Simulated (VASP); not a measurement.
# SnS (Pnma) in VASP: a series of runs, part 2 of 2

VASP 6.6.1. The steps go on from the part before.

### 4 Relaxation of cell and atoms, PBEsol

INCAR reads:

```
PREC = Accurate
ENCUT = 600
EDIFF = 1E-6
ISMEAR = 0
SIGMA = 0.03
LREAL = F
LASPH = T
NELM = 80
ALGO = Normal
ISIF = 3
LWAVE = F
LCHARG = F
GGA = PS
IBRION = 2
NSW = 90
EDIFFG = -0.01
KPAR = 4
```

KPOINTS reads:

```
Automatic mesh
0
Gamma
  4 8 6
```

POSCAR reads:

```
SnS
1.0
   11.2000000000      0.0000000000      0.0000000000
    0.0000000000      3.9870000000      0.0000000000
    0.0000000000      0.0000000000      4.3340000000
Sn S
4 4
Direct
    0.1194000000      0.2500000000      0.1198000000
    0.3806000000      0.7500000000      0.6198000000
    0.6194000000      0.2500000000      0.3802000000
    0.8806000000      0.7500000000      0.8802000000
    0.8508000000      0.2500000000      0.4793000000
    0.6492000000      0.7500000000      0.9793000000
    0.3508000000      0.2500000000      0.0207000000
    0.1492000000      0.7500000000      0.5207000000
```

Potentials or basis: VASP PAW PBE potentials, release 64 (Sn_d, S).

Command:

```
cat potpaw_PBE.64/Sn_d/POTCAR potpaw_PBE.64/S/POTCAR > POTCAR
mpirun -np 4 vasp_std > vasp.out
```

OUTCAR:

```text
PREC = Accurate
   ENCUT = 600
   EDIFF = 1E-6
   ISMEAR = 0
   LREAL = F
   LASPH = T
   NELM = 80
   ISIF = 3
   GGA = PS
   IBRION = 2
   NSW = 90
   EDIFFG = -0.01

 ion  position               nearest neighbor table
   1  0.119  0.250  0.120-   7 2.63   8 2.67   8 2.67   4 3.49   4 3.49
   2  0.381  0.750  0.620-   8 2.63   7 2.67   7 2.67   3 3.49   3 3.49
   3  0.619  0.250  0.380-   5 2.63   6 2.67   6 2.67   2 3.49   2 3.49
   4  0.881  0.750  0.880-   6 2.63   5 2.67   5 2.67   1 3.49   1 3.49
   5  0.851  0.250  0.479-   3 2.63   4 2.67   4 2.67
   6  0.649  0.750  0.979-   4 2.63   3 2.67   3 2.67
   7  0.351  0.250  0.021-   1 2.63   2 2.67   2 2.67
   8  0.149  0.750  0.521-   2 2.63   1 2.67   1 2.67

  LATTYP: Found a simple orthorhombic cell.
 ALAT       =     3.9870000000
 B/A-ratio  =     1.0870328568
 C/A-ratio  =     2.8091296714

  Lattice vectors:

 A1 = (   0.0000000000,   3.9870000000,   0.0000000000)
 A2 = (   0.0000000000,   0.0000000000,   4.3340000000)
 A3 = (  11.2000000000,   0.0000000000,   0.0000000000)

Analysis of symmetry for initial positions (statically):
=====================================================================
 Subroutine PRICEL returns:
 Original cell was already a primitive cell.

[... 306 lines left out ...]
  free  energy   TOTEN  =       -38.3741740881 eV

  energy  without entropy=      -38.3741740881  energy(sigma->0) =      -38.37417409

[... ionic steps 4 to 14 ...]

--------------------------------------- Ionic step       15  -------------------------------------------

 number of electron      80.0000002 magnetization

------------------------ aborting loop because EDIFF is reached ----------------------------------------
[... 79 lines left out ...]
--------------------------------------- Ionic step       17  -------------------------------------------

 number of electron      80.0000006 magnetization

 Free energy of the ion-electron system (eV)
  ---------------------------------------------------
  ext. energy  EPLUGINS =         0.00000000
  ---------------------------------------------------
  free energy    TOTEN  =       -38.39067835 eV

  energy without entropy =      -38.39067835  energy(sigma->0) =      -38.39067835

 E-fermi :   6.6714     XC(G=0): -10.2034

 val. band max:        6.4811355661   @ k =   0.5000   0.0000   0.5000
 cond. band min:       7.2488956794   @ k =   0.0000   0.0000   0.0000
 fundamental gap:      0.7677601134
 Fermi energy:         6.6713913848

 k-point     1 :       0.0000    0.0000    0.0000
  band No.  band energies     occupation
      1     -14.7347      2.00000
      2     -14.7117      2.00000
      3     -14.7101      2.00000
      4     -14.7019      2.00000
      5     -14.6971      2.00000
      6     -14.6924      2.00000
[... 1213 lines left out ...]
     47      10.1013      0.00000
     48      10.1013      0.00000

 [... further k-points ...]

------------------------ aborting loop because EDIFF is reached ----------------------------------------

  FORCE on cell =-STRESS in cart. coord.  units (eV):
  Direction    XX          YY          ZZ          XY          YZ          ZX
  --------------------------------------------------------------------------------------
  -------------------------------------------------------------------------------------
  Total        0.0513813     -0.0601436     -0.0150004      0.0000000      0.0000000      0.0000000
  in kB        0.4394101     -0.5143441     -0.1282821      0.0000000      0.0000000      0.0000000
  external PRESSURE =      -0.0677387 kB  Pullay stress =       0.0000000 kB
[... 23 lines left out ...]
  FREE ENERGIE OF THE ION-ELECTRON SYSTEM (eV)
  ---------------------------------------------------
  free  energy   TOTEN  =       -38.3906783472 eV

  energy  without entropy=      -38.3906783472  energy(sigma->0) =      -38.39067835

 reached required accuracy - stopping structural energy minimisation
```

It took 17 min on 4 MPI ranks of Intel Xeon Platinum 8488C (Sapphire Rapids), shared host; peak memory 0.67 GiB.

Results:

```yaml
Free_energy: -38.3907 eV
Relaxed_volume: 23.42 Å³/atom
Relaxed_cell: a = 11.083 Å, b = 3.984 Å, c = 4.242 Å, α = 90.00°, β = 90.00°, γ = 90.00°
Space_group_after_relaxing_to_0.05_Å: Pnma (No. 62)
Energy_gained_by_relaxing: 3.3 meV/atom
Ionic_steps: 17
Pressure_after_relaxing: 0.0 GPa
Largest_force_after_relaxing: 0.009 eV/Å
Band_gap_on_the_k_mesh: 0.77 eV, indirect (least direct gap 1.08 eV)
```

Forces in eV/Å, atoms in the order of the input:
```
Sn  -0.003  0.000 -0.009
Sn   0.003  0.000 -0.009
Sn  -0.003  0.000  0.009
Sn   0.003  0.000  0.009
S    0.001  0.000  0.002
S   -0.001  0.000  0.002
S    0.001  0.000 -0.002
S   -0.001  0.000 -0.002
```

The path:
```csv
step,energy change (eV),largest force (eV/Å),pressure (GPa),volume (Å³)
1,0.0000,0.0741,-0.79,193.53
2,-0.0097,0.1417,0.13,190.21
3,-0.0097,0.1445,0.17,190.10
4,-0.0166,0.0946,0.11,189.32
5,-0.0225,0.0337,0.02,187.85
6,-0.0226,0.0383,0.03,187.65
7,-0.0247,0.0292,-0.04,187.49
8,-0.0246,0.0292,-0.03,187.48
9,-0.0254,0.0155,0.05,187.24
10,-0.0255,0.0152,0.09,187.09
11,-0.0257,0.0241,-0.09,187.58
12,-0.0258,0.0208,-0.02,187.43
13,-0.0258,0.0204,-0.05,187.45
14,-0.0259,0.0183,-0.02,187.43
15,-0.0260,0.0166,-0.01,187.41
16,-0.0262,0.0091,0.02,187.33
17,-0.0262,0.0094,-0.01,187.35
```

Final structure:
```xyz
8
Lattice="11.0830 0.0000 0.0000 0.0000 3.9845 0.0000 0.0000 0.0000 4.2425" Properties=species:S:1:pos:R:3 pbc="T T T"
Sn    1.3112    0.9961    0.4812
Sn    4.2303    2.9883    2.6024
Sn    6.8527    0.9961    1.6401
Sn    9.7718    2.9883    3.7613
S     9.4592    0.9961    2.0070
S     7.1652    2.9883    4.1283
S     3.9177    0.9961    0.1142
S     1.6238    2.9883    2.2355
```

Levels at points of the mesh, in eV from the valence-band top:
```tsv
k point	band 36	band 37	band 38	band 39	band 40	band 41	band 42	band 43	band 44	band 45
(0.00, 0.00, 0.00)	-2.20	-1.97	-1.25	-0.82	-0.68	0.77	2.96	3.00	3.08	3.42
(0.50, 0.00, 0.00)	-2.42	-2.22	-2.22	-0.70	-0.70	2.61	2.61	2.78	2.78	4.08
(0.00, 0.50, 0.00)	-2.06	-1.02	-1.02	-0.78	-0.78	1.10	1.10	1.70	1.70	1.98
(0.50, 0.50, 0.00)	-2.44	-1.01	-1.01	-1.01	-1.01	1.58	1.58	1.58	1.58	2.45
(0.00, 0.00, 0.50)	-1.80	-0.94	-0.94	-0.09	-0.09	1.41	1.41	1.88	1.88	1.90
(0.50, 0.00, 0.50)	-2.16	-0.70	-0.70	0.00	0.00	1.30	1.30	1.83	1.83	1.94
(0.00, 0.50, 0.50)	-3.49	-2.57	-2.57	-1.56	-1.56	2.75	2.75	3.02	3.02	4.54
(0.50, 0.50, 0.50)	-4.09	-1.75	-1.75	-1.75	-1.75	2.56	2.56	2.56	2.56	4.68
```

Caveat: the PAW data sets were made with another functional, which shifts forces and pressure a little; spin-orbit coupling is left out, which moves the levels of the heavy elements. A k mesh can miss the band edges.

### 5 Relaxation of cell and atoms, PBEsol

This run uses another cell than the first one, of 23.42 Å³/atom, 0.968 times its volume.

Changes to INCAR since step 4:

```diff
@@ -2,3 +2,3 @@
 ENCUT = 600
-EDIFF = 1E-6
+EDIFF = 1E-7
 ISMEAR = 0
@@ -15,3 +15,3 @@
 NSW = 90
-EDIFFG = -0.01
+EDIFFG = -0.005
 KPAR = 4
```

KPOINTS is that of step 4.

POSCAR reads:

```
SnS                                     
1.0
   11.0829686222      0.0000000000      0.0000000000
    0.0000000000      3.9844556773     -0.0000000000
    0.0000000000     -0.0000000000      4.2424905216
  Sn              S             
     4     4
Direct
     0.1183073349902884    0.2500000000000000    0.1134200521399538
     0.3816926650097116    0.7500000000000000    0.6134200521399539
     0.6183073349902882    0.2500000000000000    0.3865799478600461
     0.8816926650097118    0.7500000000000000    0.8865799478600461
     0.8534911880868941    0.2500000000000000    0.4730776844877025
     0.6465088119131059    0.7500000000000000    0.9730776844877024
     0.3534911880868938    0.2500000000000000    0.0269223155122975
     0.1465088119131062    0.7500000000000000    0.5269223155122976
```

Potentials or basis: VASP PAW PBE potentials, release 64 (Sn_d, S).

Command:

```
cat potpaw_PBE.64/Sn_d/POTCAR potpaw_PBE.64/S/POTCAR > POTCAR
mpirun -np 4 vasp_std > vasp.out
```

OUTCAR:

```text
PREC = Accurate
   ENCUT = 600
   EDIFF = 1E-7
   ISMEAR = 0
   LREAL = F
   LASPH = T
   NELM = 80
   ISIF = 3
   GGA = PS
   IBRION = 2
   NSW = 90
   EDIFFG = -0.005

 ion  position               nearest neighbor table
   1  0.118  0.250  0.113-   7 2.63   8 2.67   8 2.67   8 3.20   8 3.20   4 3.43   4 3.43
   2  0.382  0.750  0.613-   8 2.63   7 2.67   7 2.67   7 3.20   7 3.20   3 3.43   3 3.43
   3  0.618  0.250  0.387-   5 2.63   6 2.67   6 2.67   6 3.20   6 3.20   2 3.43   2 3.43
   4  0.882  0.750  0.887-   6 2.63   5 2.67   5 2.67   5 3.20   5 3.20   1 3.43   1 3.43
   5  0.853  0.250  0.473-   3 2.63   4 2.67   4 2.67   4 3.20   4 3.20
   6  0.647  0.750  0.973-   4 2.63   3 2.67   3 2.67   3 3.20   3 3.20
   7  0.353  0.250  0.027-   1 2.63   2 2.67   2 2.67   2 3.20   2 3.20
   8  0.147  0.750  0.527-   2 2.63   1 2.67   1 2.67   1 3.20   1 3.20

  LATTYP: Found a simple orthorhombic cell.
 ALAT       =     3.9844556773
 B/A-ratio  =     1.0647603751
 C/A-ratio  =     2.7815514890

  Lattice vectors:

 A1 = (   0.0000000000,   3.9844556773,   0.0000000000)
 A2 = (   0.0000000000,   0.0000000000,   4.2424905216)
 A3 = (  11.0829686222,   0.0000000000,   0.0000000000)

Analysis of symmetry for initial positions (statically):
=====================================================================
 Subroutine PRICEL returns:
 Original cell was already a primitive cell.

[... 310 lines left out ...]
[... ionic steps 4 to 11 ...]

--------------------------------------- Ionic step       12  -------------------------------------------

 number of electron      80.0000007 magnetization

------------------------ aborting loop because EDIFF is reached ----------------------------------------
[... 79 lines left out ...]
--------------------------------------- Ionic step       14  -------------------------------------------

 number of electron      80.0000006 magnetization

 Free energy of the ion-electron system (eV)
  ---------------------------------------------------
  ext. energy  EPLUGINS =         0.00000000
  ---------------------------------------------------
  free energy    TOTEN  =       -38.39045678 eV

  energy without entropy =      -38.39045678  energy(sigma->0) =      -38.39045678

 E-fermi :   6.6795     XC(G=0): -10.2085

 val. band max:        6.4988672383   @ k =   0.5000   0.0000   0.5000
 cond. band min:       7.2224056939   @ k =   0.0000   0.0000   0.0000
 fundamental gap:      0.7235384556
 Fermi energy:         6.6795157256

 k-point     1 :       0.0000    0.0000    0.0000
  band No.  band energies     occupation
      1     -14.7247      2.00000
      2     -14.7024      2.00000
      3     -14.7005      2.00000
      4     -14.6930      2.00000
      5     -14.6879      2.00000
      6     -14.6835      2.00000
[... 1213 lines left out ...]
     47      10.1086      0.00000
     48      10.1086      0.00000

 [... further k-points ...]

------------------------ aborting loop because EDIFF is reached ----------------------------------------

  FORCE on cell =-STRESS in cart. coord.  units (eV):
  Direction    XX          YY          ZZ          XY          YZ          ZX
  --------------------------------------------------------------------------------------
  -------------------------------------------------------------------------------------
  Total       -0.0306061     -0.0082431      0.0199840      0.0000000     -0.0000000      0.0000000
  in kB       -0.2619914     -0.0705615      0.1710653      0.0000000     -0.0000000      0.0000000
  external PRESSURE =      -0.0538292 kB  Pullay stress =       0.0000000 kB
[... 23 lines left out ...]
  FREE ENERGIE OF THE ION-ELECTRON SYSTEM (eV)
  ---------------------------------------------------
  free  energy   TOTEN  =       -38.3904567814 eV

  energy  without entropy=      -38.3904567814  energy(sigma->0) =      -38.39045678

 reached required accuracy - stopping structural energy minimisation
```

CONTCAR:

```text
SnS
   1.00000000000000
    11.1022363226753598    0.0000000000000000    0.0000000000000000
     0.0000000000000000    3.9856081180451586   -0.0000000000000003
     0.0000000000000000   -0.0000000000000001    4.2298593716708197
  Sn              S
     4     4
Direct
     0.1185163016469163    0.2500000000000000    0.1099912146110713
     0.3814836983530838    0.7500000000000000    0.6099912146110713
     0.6185163016469164    0.2500000000000000    0.3900087853889287
     0.8814836983530836    0.7500000000000000    0.8900087853889287
     0.8532534778391950    0.2500000000000000    0.4743740039375980
     0.6467465221608050    0.7500000000000000    0.9743740039375977
     0.3532534778391949    0.2500000000000000    0.0256259960624021
     0.1467465221608050    0.7500000000000000    0.5256259960624023

  0.00000000E+00  0.00000000E+00  0.00000000E+00
  0.00000000E+00  0.00000000E+00  0.00000000E+00
  0.00000000E+00  0.00000000E+00  0.00000000E+00
  0.00000000E+00  0.00000000E+00  0.00000000E+00
  0.00000000E+00  0.00000000E+00  0.00000000E+00
  0.00000000E+00  0.00000000E+00  0.00000000E+00
  0.00000000E+00  0.00000000E+00  0.00000000E+00
  0.00000000E+00  0.00000000E+00  0.00000000E+00
```

Run time: 15 min. Hardware: 4 MPI ranks of Intel Xeon Platinum 8488C (Sapphire Rapids), shared host; peak memory 0.66 GiB.

Results:

```yaml
Free_energy: -38.3905 eV
Relaxed_volume: 23.40 Å³/atom
Relaxed_cell: a = 11.102 Å, b = 3.986 Å, c = 4.230 Å, α = 90.00°, β = 90.00°, γ = 90.00°
Space_group_after_relaxing_to_0.05_Å: Pnma (No. 62)
Energy_gained_by_relaxing: 0.0 meV/atom
Ionic_steps: 14
Pressure_after_relaxing: 0.0 GPa
Largest_force_after_relaxing: 0.003 eV/Å
Band_gap_on_the_k_mesh: 0.72 eV, indirect (least direct gap 1.08 eV)
```

Forces in eV/Å, atoms in the order of the input:
```
Sn   0.002  0.000 -0.002
Sn  -0.002  0.000 -0.002
Sn   0.002  0.000  0.002
Sn  -0.002  0.000  0.002
S    0.003  0.000  0.002
S   -0.003  0.000  0.002
S    0.003  0.000 -0.002
S   -0.003  0.000 -0.002
```

Step by step:
```
step  energy change (eV)  largest force (eV/Å)  pressure (GPa)  volume (Å³)
   1              0.0000                0.0091           -0.01       187.35
   2              0.0000                0.0093            0.00       187.29
   3              0.0000                0.0102            0.01       187.23
   4              0.0000                0.0100            0.01       187.25
   5             -0.0001                0.0073            0.00       187.25
   6             -0.0001                0.0058           -0.02       187.26
   7             -0.0001                0.0051            0.01       187.18
   8             -0.0001                0.0061            0.03       187.12
   9             -0.0002                0.0060            0.03       187.12
  10             -0.0002                0.0061            0.02       187.13
  11             -0.0003                0.0062            0.01       187.14
  12             -0.0003                0.0071           -0.01       187.18
  13             -0.0003                0.0068            0.00       187.17
  14             -0.0003                0.0031           -0.01       187.17
```

Final structure:
```
CELL_PARAMETERS angstrom
11.10224 0.00000 0.00000
0.00000 3.98561 0.00000
0.00000 0.00000 4.22986
ATOMIC_POSITIONS crystal
Sn 0.11852 0.25000 0.10999
Sn 0.38148 0.75000 0.60999
Sn 0.61852 0.25000 0.39001
Sn 0.88148 0.75000 0.89001
S 0.85325 0.25000 0.47437
S 0.64675 0.75000 0.97437
S 0.35325 0.25000 0.02563
S 0.14675 0.75000 0.52563
```

Caveat: the PAW data sets were made with another functional, which shifts forces and pressure a little; spin-orbit coupling is left out, which moves the levels of the heavy elements. A k mesh can miss the band edges.
